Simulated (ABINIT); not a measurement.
## HfC in ABINIT: convergence with cutoff

Input of the first run (cutoff 7.5 Ha); the others differ in this setting and in those tied to it:

The input run.abi:

```
pp_dirpath "./"
pseudos "Hf.LDA_PW-JTH.xml, C.LDA_PW-JTH.xml"

acell 3.2880465325 3.2880465325 3.2880465325 Angstrom
rprim
     0.0000000000     0.7071067812     0.7071067812
     0.7071067812     0.0000000000     0.7071067812
     0.7071067812     0.7071067812     0.0000000000
ntypat 2
znucl 72 6
natom 2
typat 1 2
xred
     0.4887240000     0.5083250000     0.4884190000
    -0.0098520000     0.0191000000    -0.0063350000
chkprim 0
chksymtnons 0
tolsym 1.0e-6

ecut 7.5
pawecutdg 52.4

kptopt 1
ngkpt 8 8 8
nshiftk 1
shiftk 0.0 0.0 0.0

ixc 7

nband 12
occopt 3
tsmear 0.1 eV

nstep 100
tolvrs 1.0e-9

iomode 3
prtwf 0
prtden 0
prteig 0
prtebands 0
enunit 1
```

Potentials or basis: JTH PAW LDA v2.0.

The run is started by

```sh
$ abinit run.abi > log 2>&1
```

The cell isn't the ideal one: atoms moved at random, drawn with an rms of 0.05 Å.

Hardware: 1 thread of Arm Neoverse V2, with other jobs on the host.

Problem. The values tried are 7.5 Ha, 9.5 Ha, 11.5 Ha, 13.5 Ha, 16 Ha, 19 Ha, 22 Ha, 25.5 Ha, 30.5 Ha, loosest first. From which on does the largest force stay within 0.005 eV/Å of the tightest run that finished?

Solution. From 13.5 Ha on.

```
 cutoff  energy less the tightest run, at zero smearing (meV/atom)  largest force (eV/Å)  SCF cycles  CPU time (s)  peak memory (GiB)
 7.5 Ha                                                    1132.78                 0.376          10            12               0.12
 9.5 Ha                                                     363.03                 0.355          11            18               0.13
11.5 Ha                                                     152.08                 0.344          11            23               0.14
13.5 Ha                                                      58.40                 0.361          12            40               0.15
  16 Ha                                                      17.59                 0.357          12            44               0.16
  19 Ha                                                      12.08                 0.357          12            62               0.18
  22 Ha                                                       7.41                 0.358          12            81                0.2
25.5 Ha                                                       1.92                 0.357          12            86               0.22
30.5 Ha                                                       0.00                 0.357          13           120               0.26
```

Not settled before the last step: the energy (to 1 meV/atom). The tightest run that finished is the yardstick and may itself not be fully converged.

The run has no spin-orbit coupling, so splittings on Hf are missing.
